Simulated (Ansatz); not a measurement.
# BN: the cost of one run

Computed with Ansatz 0.2.0 (DFT PBE, scalar-relativistic, plane waves, PAW, unless a step's input says otherwise).

## 1. Starting point

The structure is hexagonal, space group P6_3mc (No. 186). Conventional cell: a = 2.554 Å, b = 2.554 Å, c = 4.227 Å, α = 90.00°, β = 90.00°, γ = 120.00°. B (site symmetry 3m) is surrounded by 4 N at 1.57 to 1.58 Å. Around N (site symmetry 3m) lie 4 B at 1.57 to 1.58 Å.

As a file:

```
CELL_PARAMETERS angstrom
-3.83091 2.21178 -4.22685
3.83091 -2.21178 -4.22685
-3.83091 -6.63533 4.22686
ATOMIC_POSITIONS crystal
B 0.66680 0.33347 0.00000
B 0.16680 0.83347 0.00000
B 0.83347 0.00014 0.83333
B 0.33347 0.50014 0.83333
B 0.00014 0.66680 0.66667
B 0.50014 0.16680 0.66667
B 0.16681 0.33347 0.50000
B 0.66680 0.83347 0.50000
B 0.33347 0.00014 0.33333
B 0.83347 0.50014 0.33333
B 0.50014 0.66680 0.16667
B 0.00014 0.16680 0.16667
B 0.58347 0.91680 0.00000
B 0.08347 0.41680 0.00000
B 0.75014 0.58347 0.83333
B 0.25014 0.08347 0.83333
B 0.91680 0.25014 0.66667
B 0.41680 0.75014 0.66667
B 0.08347 0.91680 0.50000
B 0.58347 0.41680 0.50000
B 0.25014 0.58347 0.33333
B 0.75014 0.08347 0.33333
B 0.41680 0.25014 0.16667
B 0.91680 0.75014 0.16667
N 0.85403 0.52070 0.00000
N 0.35403 0.02070 0.00000
N 0.02070 0.18736 0.83333
N 0.52070 0.68736 0.83333
N 0.18736 0.85403 0.66667
N 0.68736 0.35403 0.66667
N 0.35403 0.52070 0.50000
N 0.85403 0.02070 0.50000
N 0.52070 0.18736 0.33333
N 0.02070 0.68736 0.33333
N 0.68736 0.85403 0.16667
N 0.18736 0.35403 0.16667
N 0.77070 0.10403 0.00000
N 0.27070 0.60403 0.00000
N 0.93736 0.77070 0.83333
N 0.43736 0.27070 0.83333
N 0.10403 0.43736 0.66667
N 0.60403 0.93736 0.66667
N 0.27070 0.10403 0.50000
N 0.77070 0.60403 0.50000
N 0.43736 0.77070 0.33333
N 0.93736 0.27070 0.33333
N 0.60403 0.43736 0.16667
N 0.10403 0.93736 0.16667
```

The runs take a perfect supercell of 48 atoms; the defect goes to fractional position (0.083, 0.083, 0.333).

## 2. The perfect supercell

input.yaml reads:

```yaml
crystal:
  lattice:
    - [-3.830909, 2.211777, -4.226855]
    - [3.830909, -2.211777, -4.226855]
    - [-3.830909, -6.63533, 4.226855]
  atoms:
    - { symbol: B, position: [0.666805, 0.333471, 0.0] }
    - { symbol: B, position: [0.166805, 0.833471, 0.0] }
    - { symbol: B, position: [0.833472, 0.000138, 0.833333] }
    - { symbol: B, position: [0.333472, 0.500138, 0.833333] }
    - { symbol: B, position: [0.000138, 0.666804, 0.666667] }
    - { symbol: B, position: [0.500138, 0.166804, 0.666667] }
    - { symbol: B, position: [0.166805, 0.333471, 0.5] }
    - { symbol: B, position: [0.666805, 0.833471, 0.5] }
    - { symbol: B, position: [0.333472, 0.000138, 0.333333] }
    - { symbol: B, position: [0.833472, 0.500138, 0.333333] }
    - { symbol: B, position: [0.500138, 0.666804, 0.166667] }
    - { symbol: B, position: [0.000138, 0.166804, 0.166667] }
    - { symbol: B, position: [0.583471, 0.916805, 0.0] }
    - { symbol: B, position: [0.083471, 0.416805, 0.0] }
    - { symbol: B, position: [0.750138, 0.583472, 0.833333] }
    - { symbol: B, position: [0.250138, 0.083472, 0.833333] }
    - { symbol: B, position: [0.916804, 0.250138, 0.666667] }
    - { symbol: B, position: [0.416804, 0.750138, 0.666667] }
    - { symbol: B, position: [0.083471, 0.916805, 0.5] }
    - { symbol: B, position: [0.583471, 0.416805, 0.5] }
    - { symbol: B, position: [0.250138, 0.583472, 0.333333] }
    - { symbol: B, position: [0.750138, 0.083472, 0.333333] }
    - { symbol: B, position: [0.416804, 0.250138, 0.166667] }
    - { symbol: B, position: [0.916804, 0.750138, 0.166667] }
    - { symbol: "N", position: [0.854029, 0.520695, 0.0] }
    - { symbol: "N", position: [0.354029, 0.020695, 0.0] }
    - { symbol: "N", position: [0.020696, 0.187362, 0.833333] }
    - { symbol: "N", position: [0.520696, 0.687362, 0.833333] }
    - { symbol: "N", position: [0.187362, 0.854028, 0.666667] }
    - { symbol: "N", position: [0.687362, 0.354028, 0.666667] }
    - { symbol: "N", position: [0.354029, 0.520695, 0.5] }
    - { symbol: "N", position: [0.854029, 0.020695, 0.5] }
    - { symbol: "N", position: [0.520696, 0.187362, 0.333333] }
    - { symbol: "N", position: [0.020696, 0.687362, 0.333333] }
    - { symbol: "N", position: [0.687362, 0.854028, 0.166667] }
    - { symbol: "N", position: [0.187362, 0.354028, 0.166667] }
    - { symbol: "N", position: [0.770695, 0.104029, 0.0] }
    - { symbol: "N", position: [0.270695, 0.604029, 0.0] }
    - { symbol: "N", position: [0.937362, 0.770696, 0.833333] }
    - { symbol: "N", position: [0.437362, 0.270696, 0.833333] }
    - { symbol: "N", position: [0.104028, 0.437362, 0.666667] }
    - { symbol: "N", position: [0.604028, 0.937362, 0.666667] }
    - { symbol: "N", position: [0.270695, 0.104029, 0.5] }
    - { symbol: "N", position: [0.770695, 0.604029, 0.5] }
    - { symbol: "N", position: [0.437362, 0.770696, 0.333333] }
    - { symbol: "N", position: [0.937362, 0.270696, 0.333333] }
    - { symbol: "N", position: [0.604028, 0.437362, 0.166667] }
    - { symbol: "N", position: [0.104028, 0.937362, 0.166667] }
basis:
  ecutwfc: 420
  fft_grid_basis: typed
kpoints:
  mp_grid: { grid: [2, 2, 2] }
hamiltonian:
  xc: pbe
  pseudopotentials: { kind: paw }
scf:
  occupations: { method: gaussian, width: 0.05 }
output:
  forces: true
  stress: false
  eigenvalues: true
  bader: false
  write_density: true
  volumetric_format: npy
```

On the command line:

```bash
ansatz run input.yaml --threads 4 --pin off --max-ram 10240MiB --backend cpu --events-out ev --progress --plain --runs-dir out
```

**Question.** How long does this run take on 4 threads of Intel Xeon Platinum 8259CL at 2.50GHz (Skylake/Cascade Lake), shared host, and how much memory does it need?

About 3 s, with a peak of 1.2 GiB.
